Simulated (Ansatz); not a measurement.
EuO under changes of volume

One of the cells (17.013 Å³/atom); the others are scaled copies at fixed shape and fractional positions:

```
Eu O
1.0
     0.00000    2.57195    2.57195
     2.57195    0.00000    2.57195
     2.57195    2.57195    0.00000
Eu O
1 1
Direct
  0.00000 0.00000 0.00000
  0.50000 0.50000 0.50000
```

```yaml
Program: Ansatz 0.2.0
Functional: PBEsol
Potentials_or_basis: Ansatz PAW
Cutoff: "420 eV (not typed: the program's choice for these potentials)"
k_mesh: 9 × 9 × 9
Occupations: fermi-dirac, width 0.05 eV
Spin: collinear spin, ferromagnetic start
Starting_moments: "[7.0, 0.0] μB"
```

```csv
volume (Å³/atom),energy over the lowest point (meV/atom),pressure (GPa),moment (μB per cell)
15.992,0.00,-4.4,6.93
16.333,11.03,-6.1,6.94
16.673,25.70,-7.7,6.96
17.013,43.56,-9.1,6.97
17.354,64.29,-10.4,6.98
17.694,87.53,-11.5,6.98
18.034,?,?,?
```

**Question.** What does the run at 18.034 Å³/atom give?

**Answer.** Energy over the lowest point 112.95 meV/atom; pressure -12.4 GPa; moment 6.99 μB per cell.

Worked out: A Birch-Murnaghan fit of order 3 (a polynomial in V^(-2/3)) to the other rows has no minimum within the range. It gives 112.96 meV/atom at 18.034 Å³/atom, against the run's 112.95, and -dE/dV = -12.5 GPa, against -12.4. A straight line through the other rows of the moment, of slope 0.0319 μB per Å³/atom, extrapolates to 7.00 μB, against the run's 6.99.

Energies are extrapolated to zero smearing.

Caveats: a cell with one magnetic atom can't hold antiferromagnetic order, which such compounds often take; without U or exact exchange the open f shell lies at the Fermi level, which spoils levels, moments and volumes; the PAW data sets come from PBE, with cores solved anew for the run's functional, which leaves a small shift of forces and pressure.
